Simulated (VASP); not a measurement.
**HfSi2: relaxation of cell and atoms with PBE+D3(BJ)**

Crystal: HfSi2.

```
Hf Si
1.0
     1.82344   -7.17212    0.00000
     1.82344    7.17212    0.00000
     0.00000    0.00000    3.62771
Hf Si
2 4
Direct
  0.89523 0.10477 0.25000
  0.10477 0.89523 0.75000
  0.55489 0.44511 0.25000
  0.44511 0.55489 0.75000
  0.25027 0.74973 0.25000
  0.74973 0.25027 0.75000
```

```json
{
 "Program": "VASP 6.6.1",
 "Task": "relaxation of cell and atoms",
 "Functional": "PBE",
 "Dispersion": "D3(BJ)",
 "Potentials or basis": "VASP PAW PBE potentials, release 64 (Hf_pv, Si)",
 "Cutoff": "600 eV",
 "k mesh": "10 × 10 × 10",
 "Occupations": "methfessel-paxton, width 0.1 eV",
 "Spin": "no spin polarisation",
 "Further INCAR settings": "ALGO = Normal; EDIFF = 1e-07; IBRION = 2; EDIFFG = -0.005; NSW = 90; ISIF = 3"
}
```

| Property | Result |
| --- | --- |
| Pressure after relaxing | 0.0 GPa |
| Largest force after relaxing | 0.003 eV/Å |
| Band gap on the k mesh | none (metal or under the smearing width) |
| Dispersion energy per atom | -0.473 eV |

Forces on the atoms (eV/Å):
```
Hf   0.000 -0.003  0.000
Hf   0.000  0.003  0.000
Si   0.000  0.003  0.000
Si   0.000 -0.003  0.000
Si   0.000  0.003  0.000
Si   0.000 -0.003  0.000
```

Final structure:
```cif
data_structure
_symmetry_space_group_name_H-M 'P 1'
_symmetry_Int_Tables_number 1
_cell_length_a 7.4003
_cell_length_b 7.4003
_cell_length_c 3.6277
_cell_angle_alpha 90.000
_cell_angle_beta 90.000
_cell_angle_gamma 151.471
_cell_volume 94.89
loop_
_atom_site_label
_atom_site_type_symbol
_atom_site_fract_x
_atom_site_fract_y
_atom_site_fract_z
_atom_site_occupancy
Hf1 Hf 0.89523 0.10477 0.25000 1
Hf2 Hf 0.10477 0.89523 0.75000 1
Si1 Si 0.55489 0.44511 0.25000 1
Si2 Si 0.44511 0.55489 0.75000 1
Si3 Si 0.25027 0.74973 0.25000 1
Si4 Si 0.74973 0.25027 0.75000 1
```

Levels at points of the mesh, in eV from the Fermi level:
```tsv
k point	band 16	band 17	band 18	band 19	band 20	band 21
(0.00, 0.00, 0.00)	-2.60	-2.58	0.01	1.17	1.29	1.73
(0.50, 0.00, 0.00)	-1.69	-0.89	-0.55	-0.47	0.88	0.90
(0.50, 0.50, 0.00)	-2.16	-1.62	0.44	1.17	1.35	1.50
(0.00, 0.00, 0.50)	-2.05	-0.09	-0.09	0.18	0.18	1.69
(0.50, 0.00, 0.50)	-3.52	-2.50	-2.50	2.02	2.02	2.82
(0.50, 0.50, 0.50)	-2.41	-1.01	-1.01	0.08	0.08	2.48
```

Run time: 6 min on 2 MPI ranks on Intel(R) Xeon(R) Platinum 8488C (Sapphire Rapids), with other jobs on the host, peak memory 0.61 GiB a rank.

Caveat: the relaxation stopped at its first step, so nothing moved; pairwise dispersion overbinds metals, which lowers pressure and volume. Spin-orbit coupling is left out, which matters for the levels of Hf.
